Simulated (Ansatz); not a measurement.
# Si: structure and electronic properties

Aim: for Si, relax cell and atoms and fit an equation of state.

This is Si in the fcc structure; at room conditions it is diamond.

Computed with Ansatz 0.2.0 (DFT r2SCAN, scalar-relativistic, plane waves, PAW, unless a step's input says otherwise).

**1. The starting structure**

Symmetry: Fm-3m, No. 225, cubic system. Conventional cell: a = 3.822 Å, b = 3.822 Å, c = 3.822 Å, α = 90.00°, β = 90.00°, γ = 90.00°. Si (site symmetry m-3m) is surrounded by 12 Si at 2.70 Å.

As a file:

```cif
data_structure
_symmetry_space_group_name_H-M 'P 1'
_symmetry_Int_Tables_number 1
_cell_length_a 2.7023
_cell_length_b 2.7023
_cell_length_c 2.7023
_cell_angle_alpha 60.000
_cell_angle_beta 60.000
_cell_angle_gamma 60.000
_cell_volume 13.95
loop_
_atom_site_label
_atom_site_type_symbol
_atom_site_fract_x
_atom_site_fract_y
_atom_site_fract_z
_atom_site_occupancy
Si1 Si 0.00000 0.00000 0.00000 1
```

Source of the structure: the Materials Project (structure only).

(A quick probe on a coarse mesh, which set the mesh and smearing, is not shown.)

**3. Full relaxation**

Contents of input.yaml:

```yaml
crystal:
  lattice:
    - [0.0, 1.9108305409, 1.9108305409]
    - [1.9108305409, 0.0, 1.9108305409]
    - [1.9108305409, 1.9108305409, 0.0]
  atoms:
    - { symbol: Si, position: [0.0, 0.0, 0.0] }
basis:
  ecutwfc: 500
kpoints:
  mp_grid: { grid: [18, 18, 18] }
hamiltonian:
  xc: r2scan
scf:
  occupations: { method: gaussian, width: 0.1 }
output:
  forces: true
  stress: true
  eigenvalues: true
relax:
  adjacent_minimum: "off"
  f_tol: 0.005
  max_steps: 80
  cell: { stress_tol: 0.05 }
```

Started as:

```sh
$ ansatz run input.yaml --threads 1 --pin off --max-ram 2560MiB --backend cpu --events-out ev --progress --plain --runs-dir out
```

Further runs follow: the cell scaled to 0.97 of its volume; volume × 1.03; point at V/V0 = 0.94; volume × 1.06; point at V/V0 = 0.91; volume × 1.10; volume × 0.88.

Q: Predict the outcome of this session. Wanted: relaxed cell; volume; equilibrium volume of the fit; bulk modulus.

The runs gave:

| quantity | value |
| --- | --- |
| relaxed cell (conventional) | a = 3.813 Å, b = 3.813 Å, c = 3.813 Å, α = 90.00°, β = 90.00°, γ = 90.00° |
| space group (0.01 Å) | Fm-3m (No. 225) |
| volume | 13.86 Å³/atom |
| equilibrium volume of the fit | 13.86 Å³/atom |
| bulk modulus | 80 GPa |
| its pressure derivative | 4.5 |

In words: The relaxed volume is 0.7 % smaller than at the start. The fit puts the minimum at 13.86 Å³/atom with B = 80 GPa and B' = 4.5.
